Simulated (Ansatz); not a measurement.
# GaSb in Ansatz: convergence with scf exx energy threshold

Input of the first run (scf exx energy threshold 0.01); the others differ in this setting and in those tied to it:

The input input.yaml:

```yaml
crystal:
  lattice:
    - [-2.753434, 2.753434, 1.590707]
    - [2.753434, -2.753434, 1.590707]
    - [2.753434, 2.753434, -1.590707]
  atoms:
    - { symbol: Sb, position: [0.0, 0.0, 0.0] }
    - { symbol: Ga, position: [0.75, 0.25, 0.5] }
hamiltonian:
  xc: hse06
  pseudopotentials: { kind: paw }
kpoints:
  mp_grid: { grid: [5, 5, 5] }
scf:
  occupations: { method: fermi_dirac, width: 0.1 }
  exx: { energy_threshold: 0.01 }
output:
  forces: true
  stress: true
  eigenvalues: true
```

Potentials or basis: Ansatz PAW.

Run with:

```bash
$ ansatz run input.yaml --threads 2 --pin off --max-ram 5632MiB --backend cpu --events-out ev --progress --plain --runs-dir out
```

Measurements of this composition are mostly on another form, of space group No. 216.

Hardware: 2 threads of Intel(R) Xeon(R) Platinum 8259CL CPU @ 2.50GHz (Skylake/Cascade Lake) (shared host).

| scf exx energy threshold | energy less the tightest run, at zero smearing (meV/atom) | SCF cycles | CPU time (s) | peak memory (GiB) |
| --- | --- | --- | --- | --- |
| 0.01 | 0.00 | 19 | 67 | 1.2 |
| 0.001 | 0.00 | 19 | 68 | 1.2 |
| 0.0001 | 0.00 | 19 | 62 | 1.2 |
| 1e-05 | 0.00 | 19 | 60 | 1.2 |
| 1e-06 | 0.00 | 20 | 70 | 1.2 |
| 1e-07 | 0.00 | 23 | 70 | 1.3 |

Against the tightest run, the energy stays within 1 meV/atom from 0.01 on. The tightest run that finished is the yardstick and may itself not be fully converged.

Caveat, for the tightest run too: the k mesh is coarse (spacing up to 0.46 Å⁻¹), so the values aren't converged, least of all with exact exchange. The run has no spin-orbit coupling, so splittings on Sb are missing.
